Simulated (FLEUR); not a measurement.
## CaSe under changes of volume

One of the cells (25.829 Å³/atom); the others are scaled copies at fixed shape and fractional positions:

```
CELL_PARAMETERS angstrom
0.00000 2.95600 2.95600
2.95600 0.00000 2.95600
2.95600 2.95600 0.00000
ATOMIC_POSITIONS crystal
Se 0.50000 0.50000 0.50000
Ca 0.00000 0.00000 0.00000
```

```yaml
Program: FLEUR MaX-R8.1 (later development tree)
Functional: PBEsol
Potentials_or_basis: all-electron
Basis: FLAPW
Kmax: 4.1 1/bohr
k_mesh: 8 × 8 × 8
Occupations: fermi-dirac, width 0.05 eV
Spin: no spin polarisation
```

```csv
volume (Å³/atom),energy over the lowest point (meV/atom),gap on the mesh (eV)
24.280,6.65,1.77
24.796,1.41,1.83
25.313,0.00,1.88
25.829,?,?
26.346,6.99,1.98
26.863,14.78,2.03
27.379,25.07,2.07
```

Question: What does the run at 25.829 Å³/atom give?

Answer: Energy over the lowest point 1.96 meV/atom; gap on the mesh 1.93 eV.

Worked out: A Birch-Murnaghan fit of order 3 (a polynomial in V^(-2/3)) to the other rows has its minimum at 25.26 Å³/atom with B0 = V·E''(V) = 52 GPa and B' = 4.1. It gives 1.95 meV/atom at 25.829 Å³/atom, against the run's 1.96. A straight line through the other rows of the gap, of slope 2.5 eV per unit of ln V, gives 1.93 eV, against the run's 1.93.

Energies are extrapolated to zero smearing.

A mesh can miss the band edges. Spin-orbit coupling on Se is left out.
